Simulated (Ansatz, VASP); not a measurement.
# One calculation of SnTe, two programs

The input INCAR:

```
SYSTEM = SnTe
PREC     = Accurate       ! precision mode
ENCUT    = 520            ! plane-wave cutoff, eV
EDIFF    = 1E-6           ! SCF threshold, eV
ISMEAR   = 0              ! smearing method
SIGMA    = 0.05           ! smearing width, eV
LREAL    = .FALSE.        ! projectors in reciprocal space
LASPH    = .TRUE.         ! aspherical terms in the spheres
NELM     = 60             ! most SCF steps
ALGO     = Normal         ! electronic algorithm
ISIF     = 2              ! what is computed and relaxed
LWAVE    = .FALSE.        ! write WAVECAR
LCHARG   = .FALSE.        ! write CHGCAR
GGA      = PE             ! functional
NBANDS   = 17             ! bands
```

Contents of KPOINTS:

```
regular mesh
0
G
  10 10 10
  0 0 0
```

POSCAR

```
SnTe
1.0
    0.0160257073      3.2051414516      3.2051414516
    3.2051414516      0.0160257073      3.2051414516
    3.2211671589      3.2211671589      0.0000000000
Sn Te
1 1
Direct
    0.5000000000      0.5000000000      0.5000000000
    0.0000000000      0.0000000000      0.0000000000
```

Input for Ansatz:

```yaml
crystal:
  lattice:
    - [0.0160257073, 3.2051414516, 3.2051414516]
    - [3.2051414516, 0.0160257073, 3.2051414516]
    - [3.2211671589, 3.2211671589, 0.0]
  atoms:
    - { symbol: Sn, position: [0.5, 0.5, 0.5] }
    - { symbol: Te, position: [0.0, 0.0, 0.0] }
basis:
  ecutwfc: 420
  ecutrho_ratio: 4
kpoints:
  mp_grid: { grid: [10, 10, 10] }
hamiltonian:
  xc: pbe
scf:
  occupations: { method: gaussian, width: 0.05 }
output:
  forces: true
  stress: true
  eigenvalues: true
```

Change from the starting cell: strain e6 = +0.01, atoms carried along.

Alike in both runs: task single point; functional PBE; k mesh 10 × 10 × 10; occupations gaussian, width 0.05 eV; no spin polarisation.

|  | VASP | Ansatz |
| --- | --- | --- |
| version | VASP 6.6.1 | Ansatz 0.2.0 |
| potentials or method | VASP PAW PBE potentials, release 64 (Sn_d, Te) | scalar-relativistic, plane waves, PAW |
| plane-wave cutoff (eV) | 520 | 420 |
| valence electrons in the cell | 20 | 30 |

```tsv
	VASP	Ansatz	Ansatz less VASP
gap on the k mesh at the Fermi level (eV)	none	none	-
pressure (GPa)	-0.1	0.0	+0.07
largest component of the traceless stress (GPa)	0.14	0.14	0.000
```

A gap of «none» marks a metal or a gap that the smearing closes. The two sets of potentials don't hold the same shells in valence.

Spin-orbit coupling is left out, which matters for the levels of Te.
